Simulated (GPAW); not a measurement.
## Cu: equation of state with RPBE+D4

The system is Cu.

```xyz
1
Lattice="0.0000 1.8075 1.8075 1.8075 0.0000 1.8075 1.8075 1.8075 0.0000" Properties=species:S:1:pos:R:3 pbc="T T T"
Cu    0.0000    0.0000    0.0000
```

```json
{
 "Program": "GPAW 26.7.0",
 "Task": "equation of state",
 "Functional": "RPBE",
 "Dispersion": "D4",
 "Potentials or basis": "the program's PAW data sets (release 1.2.1) made for this functional",
 "Cutoff": "600 eV",
 "Basis": "pw",
 "k mesh": "13 × 13 × 13",
 "Occupations": "fermi-dirac, width 0.05 eV",
 "Spin": "no spin polarisation",
 "Maxiter": "150",
 "Eos scales": "[0.94, 0.96, 0.98, 1.0, 1.02, 1.04, 1.06]"
}
```

The equilibrium volume is 11.36 Å³/atom, the bulk modulus is 165 GPa and the pressure derivative of the bulk modulus is 5.2.

Energy against volume, from the lowest point:
| volume (Å³/atom) | energy (meV/atom) |
| --- | --- |
| 11.102 | 3.17 |
| 11.338 | 0.00 |
| 11.574 | 1.97 |
| 11.810 | 8.45 |
| 12.047 | 18.91 |
| 12.283 | 32.84 |
| 12.519 | 49.86 |

It took 80 s on 1 thread of Arm Neoverse V1, on a shared host, peak memory 0.17 GiB.

Caveat: with this Cu data set, volumes or pressures lay over 1.5 % or 2 GPa off other programs in two to four cells of ten.
